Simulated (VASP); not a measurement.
# Ti (P6_3/mmc) in VASP: further runs, part 2 of 2

VASP 6.6.1. Earlier steps stand in the parts before.

## (3) Relaxation of cell and atoms, r2SCAN+rVV10

This run uses another cell than the first one, of 17.23 Å³/atom, 0.977 times its volume.

INCAR

```
SYSTEM = Ti
PREC = Accurate
ENCUT = 520
EDIFF = 1E-7
ISMEAR = 0
SIGMA = 0.1
LREAL = .False.
LASPH = .True.
NELM = 60
ALGO = Normal
ISIF = 3
LWAVE = .False.
LCHARG = .False.
METAGGA = R2SCAN
LMIXTAU = .True.
LUSE_VDW = .True.
IVDW_NL = 2
BPARAM = 11.95
CPARAM = 0.0093
IBRION = 2
NSW = 80
EDIFFG = -0.002
```

KPOINTS

```
Automatic mesh
0
Gamma
  18 18 10
  0 0 0
```

POSCAR

```
Ti                                      
1.0
    2.9315243836     -0.0000000000     -0.0000000000
   -1.4657621918      2.5387745868     -0.0000000000
    0.0000000000     -0.0000000000      4.6300643346
  Ti            
     2
Direct
     0.3333333300000021    0.6666666699999979    0.2500000000000000
     0.6666666699999979    0.3333333300000021    0.7500000000000000
```

Potentials or basis: VASP PAW PBE potentials, release 64 (Ti_sv).

Command:

```console
$ cat potpaw_PBE.64/Ti_sv/POTCAR > POTCAR
$ mpirun -np 1 vasp_std > vasp.out
```

OUTCAR:

```text
SYSTEM = Ti
   PREC = Accurate
   ENCUT = 520
   EDIFF = 1E-7
   ISMEAR = 0
   LREAL = .False.
   LASPH = .True.
   NELM = 60
   ISIF = 3
   METAGGA = R2SCAN
   IVDW_NL = 2
   BPARAM = 11.95
   IBRION = 2
   NSW = 80
   EDIFFG = -0.002

 ion  position               nearest neighbor table
   1  0.333  0.667  0.250-   2 2.87   2 2.87   2 2.87   2 2.87   2 2.87   2 2.87
   2  0.667  0.333  0.750-   1 2.87   1 2.87   1 2.87   1 2.87   1 2.87   1 2.87

  LATTYP: Found a hexagonal cell.
 ALAT       =     2.9315243836
 C/A-ratio  =     1.5794050224

  Lattice vectors:

 A1 = (   2.9315243836,   0.0000000000,   0.0000000000)
 A2 = (  -1.4657621918,   2.5387745868,   0.0000000000)
 A3 = (   0.0000000000,   0.0000000000,   4.6300643346)

Analysis of symmetry for initial positions (statically):
=====================================================================
 Subroutine PRICEL returns:
 Original cell was already a primitive cell.

 Routine SETGRP: Setting up the symmetry group for a
 hexagonal supercell.

[... 179 lines left out ...]
  --------------------------------------------------------------------------------------
  -------------------------------------------------------------------------------------
  Total       -0.0062973     -0.0062973     -0.0071217      0.0000000      0.0000000      0.0000000
  in kB       -0.2927928     -0.2927928     -0.3311227      0.0000000      0.0000000      0.0000000
  external PRESSURE =      -0.3055694 kB  Pullay stress =       0.0000000 kB
[... 59 lines left out ...]
--------------------------------------- Ionic step        3  -------------------------------------------

 number of electron      24.0000001 magnetization

 Free energy of the ion-electron system (eV)
  ---------------------------------------------------
  ext. energy  EPLUGINS =         0.00000000
  ---------------------------------------------------
  free energy    TOTEN  =       -25.35287754 eV

  energy without entropy =      -25.34461853  energy(sigma->0) =      -25.34874803

 E-fermi :   8.4846     XC(G=0): -12.4611

 val. band max:        8.4817424098   @ k =   0.1667  -0.0000   0.4000
 cond. band min:       8.4890628104   @ k =   0.3333   0.2778   0.3000
 fundamental gap:      0.0073204005
 Fermi energy:         8.4846349877

 k-point     1 :       0.0000    0.0000    0.0000
  band No.  band energies     occupation
      1     -50.7337      2.00000
      2     -50.5834      2.00000
      3     -26.3102      2.00000
      4     -25.6220      2.00000
      5     -25.6220      2.00000
      6     -25.5480      2.00000
[... 433 lines left out ...]
      3     -26.0961      2.00000
      4     -25.9809      2.00000
      5     -25.9682      2.00000
      6     -25.7990      2.00000
[... 8 lines left out ...]
     15       9.7626      0.00000
     16      11.7985      0.00000

 [... further k-points ...]

------------------------ aborting loop because EDIFF is reached ----------------------------------------

  FORCE on cell =-STRESS in cart. coord.  units (eV):
  Direction    XX          YY          ZZ          XY          YZ          ZX
  --------------------------------------------------------------------------------------
  -------------------------------------------------------------------------------------
  Total        0.0022676      0.0022676      0.0016538      0.0000000      0.0000000      0.0000000
  in kB        0.1054608      0.1054608      0.0769146      0.0000000      0.0000000      0.0000000
  external PRESSURE =       0.0959454 kB  Pullay stress =       0.0000000 kB
[... 17 lines left out ...]
  FREE ENERGIE OF THE ION-ELECTRON SYSTEM (eV)
  ---------------------------------------------------
  free  energy   TOTEN  =       -25.3528775413 eV

  energy  without entropy=      -25.3446185260  energy(sigma->0) =      -25.34874803

 reached required accuracy - stopping structural energy minimisation
```

OSZICAR:

```text
N       E                     dE             d eps       ncg     rms          rms(c)
DAV:   1     0.245428292339E+03    0.24543E+03   -0.13950E+04  7104   0.193E+03
DAV:   2    -0.266108918998E+01   -0.24809E+03   -0.24665E+03  7424   0.513E+02
DAV:   3    -0.326735750968E+02   -0.30012E+02   -0.29775E+02 14040   0.143E+02
[... 40 lines left out ...]
DAV:   6    -0.253528779847E+02   -0.18454E-05   -0.55068E-07  6512   0.776E-03    0.115E-03
DAV:   7    -0.253528773467E+02    0.63806E-06   -0.37014E-08  3680   0.251E-03    0.546E-04
DAV:   8    -0.253528778272E+02   -0.48058E-06   -0.20264E-08  3624   0.188E-03    0.185E-04
DAV:   9    -0.253528774962E+02    0.33106E-06   -0.70555E-09  3672   0.788E-04    0.205E-04
DAV:  10    -0.253528775413E+02   -0.45098E-07   -0.35552E-09  3624   0.556E-04
   3 F= -.25352878E+02 E0= -.25348748E+02  d E =-.414055E-06
```

Wall time 8 min (1 thread of Intel Xeon 6975P-C (Granite Rapids), shared host); peak memory 0.34 GiB.

What came out:

```
Free energy                            : -25.3529 eV
Relaxed volume                         : 17.22 Å³/atom
Relaxed cell                           : a = 2.931 Å, b = 2.931 Å, c = 4.630 Å, α = 90.00°, β = 90.00°, γ = 120.00°
Space group after relaxing (to 0.05 Å) : P6_3/mmc (No. 194)
Energy gained by relaxing              : 0.0 meV/atom
Ionic steps                            : 3
Pressure after relaxing                : 0.0 GPa
Band gap on the k mesh                 : none (metal or under the smearing width)
```

Final structure:
```
Ti
1.0
     2.93127    0.00000    0.00000
    -1.46564    2.53856    0.00000
     0.00000    0.00000    4.62961
Ti
2
Direct
  0.33333 0.66667 0.25000
  0.66667 0.33333 0.75000
```

Caveat: the PAW data sets were made with another functional, which shifts forces and pressure a little.
